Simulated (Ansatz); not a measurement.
Input of an Ansatz 0.2.0 run:

The input input.yaml:

```yaml
crystal:
  lattice:
    - [0.0, 3.205, 3.205]
    - [3.205, 0.0, 3.205]
    - [3.205, 3.205, 0.0]
  atoms:
    - { symbol: Te, position: [0.75, 0.75, 0.75] }
    - { symbol: Cd, position: [0.0, 0.0, 0.0] }
kpoints:
  mp_grid: { grid: [7, 7, 7] }
  band_path:
    path:
      - [0.0, 0.0, 0.0]
      - [0.5, 0.0, 0.5]
      - [0.5, 0.25, 0.75]
      - [0.375, 0.375, 0.75]
      - [0.0, 0.0, 0.0]
      - [0.5, 0.5, 0.5]
      - [0.625, 0.25, 0.625]
      - [0.5, 0.25, 0.75]
    npoints: 12
scf:
  occupations: { method: fermi_dirac, width: 0.05 }
hamiltonian:
  xc: pbesol
  pseudopotentials: { kind: all_electron, lapw: { basis_error: 0.001 } }
output:
  forces: true
  stress: true
  eigenvalues: true
```

Potentials or basis: all-electron LAPW, scalar-relativistic.

The run is started by

```console
$ ansatz run input.yaml --threads 1 --pin off --max-ram 3072MiB --backend cpu --events-out ev --progress --plain --runs-dir out
```

**Question.** Estimate the pressure.

**Answer.** 1.7 GPa.

**Question.** Estimate the band gap on the k mesh.

**Answer.** 0.76 eV, direct.

Levels at the corners of the path, in eV from the valence-band top:
```tsv
point	band 18	band 19	band 20	band 21	band 22	band 23	band 24	band 25	band 26	band 27
Γ	-8.08	-8.08	0.00	0.00	0.00	0.76	4.54	4.54	4.54	7.33
X	-8.05	-7.56	-4.50	-2.00	-2.00	2.43	2.60	8.88	9.25	9.25
W	-8.08	-7.47	-4.38	-2.48	-2.37	4.34	4.58	5.52	6.20	9.76
K	-8.07	-7.51	-4.40	-2.74	-1.66	2.79	4.50	7.32	7.50	7.85
Γ	-8.08	-8.08	0.00	0.00	0.00	0.76	4.54	4.54	4.54	7.33
L	-8.07	-7.71	-4.66	-0.83	-0.83	1.77	5.14	5.14	6.93	8.63
U	-8.07	-7.51	-4.40	-2.74	-1.66	2.79	4.50	7.32	7.50	7.85
W	-8.08	-7.47	-4.38	-2.48	-2.37	4.34	4.58	5.52	6.20	9.76
```

Caveat: spin-orbit coupling is left out, which moves the levels of the heavy elements.

**Measured values to compare with.**

A printed reference work, data compilation reports, for a bulk crystal of CdTe at 0 K: band gap 1.607 eV.

A measured gap of CdTe is 1.607 eV (0 K; a printed reference work, data compilation); the calculated 0.76 eV misses it by -0.85 eV. Spin-orbit coupling on Cd, Te is left out. The value is that of PBEsol, without temperature or zero-point motion. Semilocal functionals fall short of measured gaps as a rule.
